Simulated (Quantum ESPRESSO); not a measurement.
## AlPt in Quantum ESPRESSO: tuning mixing beta

The system is AlPt.

```
Pt Al
1.0
     3.09155    0.00000    0.00000
     0.00000    3.09155    0.00000
     0.00000    0.00000    3.09155
Pt Al
1 1
Direct
  0.50000 0.50000 0.50000
  0.00000 0.00000 0.00000
```

Measurements of this composition are mostly on another form, of space group No. 198.

| Quantity | Value |
| --- | --- |
| Program | Quantum ESPRESSO 7.5 |
| Task | single point |
| Functional | PBE |
| Potentials or basis | Ansatz NC SR PBE |
| Cutoff | 1143 eV |
| Density cutoff | 4572 eV |
| k mesh | 9 × 9 × 9 |
| Occupations | fermi-dirac, width 0.05 eV |
| Spin | no spin polarisation |

These are the settings of the first run; the series varies mixing beta, with any setting tied to it.

Hardware: 8 MPI ranks on Arm Neoverse N1.

| mixing beta | energy less the last converged row (meV/atom) | SCF cycles | wall time (s) |
| --- | --- | --- | --- |
| 0.05 | 0.00 | 21 | 12 |
| 0.1 | 0.00 | 16 | 9.8 |
| 0.2 | 0.00 | 11 | 7.6 |
| 0.3 | 0.00 | 8 | 6.2 |
| 0.5 | 0.00 | 8 | 6.3 |
| 0.7 | 0.00 | 8 | 6.3 |
| 0.9 | 0.00 | 7 | 6 |

Fastest here: 0.9 (6 s), level within noise with 0.3, 0.5, 0.7; slowest of those that converged: 0.05 (12 s). These are single runs, one after another on one machine, so differences under about a fifth mean little.

The run has no spin-orbit coupling, so splittings on Pt are missing.
